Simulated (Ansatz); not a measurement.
# Compressing ZnS: a fit and a missing row

ZnS, F-43m, a = 5.389 Å. The compound has several low-lying forms, and this is one of them. Ansatz: r2SCAN, PAW, 500 eV, Γ-centred 8×8×8 mesh on 2 atoms, Gaussian smearing 0.02 eV; no spin polarisation. Symmetry fixes shape and atoms, so the cell is only scaled; pressure is positive in compression.

| V (Å³/atom) | P (GPa) |
| --- | --- |
| 17.216 | ? |
| 17.803 | 9.11 |
| 18.390 | 5.57 |
| 18.977 | 2.56 |
| 19.564 | 0.00 |
| 20.151 | -2.18 |
| 20.737 | -4.04 |
| 21.520 | -6.09 |

Take V0 = 19.564 Å³/atom, fit the third-order Birch–Murnaghan form to the other rows, and predict the missing pressure.

With the Eulerian strain f = ½[(V0/V)^(2/3) − 1] and y = P/[3f(1 + 2f)^(5/2)], the form is the line y = B0 + 1.5 B0 (B0′ − 4) f. Rows (f, y): 0.03245, 80.0; 0.02106, 79.5; 0.01026, 79.1; -0.00976, 78.2; -0.01904, 77.9; -0.03078, 77.3. Means f = 0.0006983, y = 78.667; Σ(Δf)² = 0.003004, ΣΔfΔy = 0.1265; the slope is their ratio. y = 78.64 + 42.10 f GPa, so B0 = 78.6 GPa and B0′ = 4 + 2 × (42.10)/(3 × 78.64) = 4.36. At V = 17.216, f = 0.04449, y = 80.51 and P = 13.30 GPa. The run gave 13.28 GPa, so the fit is 0.02 GPa too high, a small miss on the scale of the series.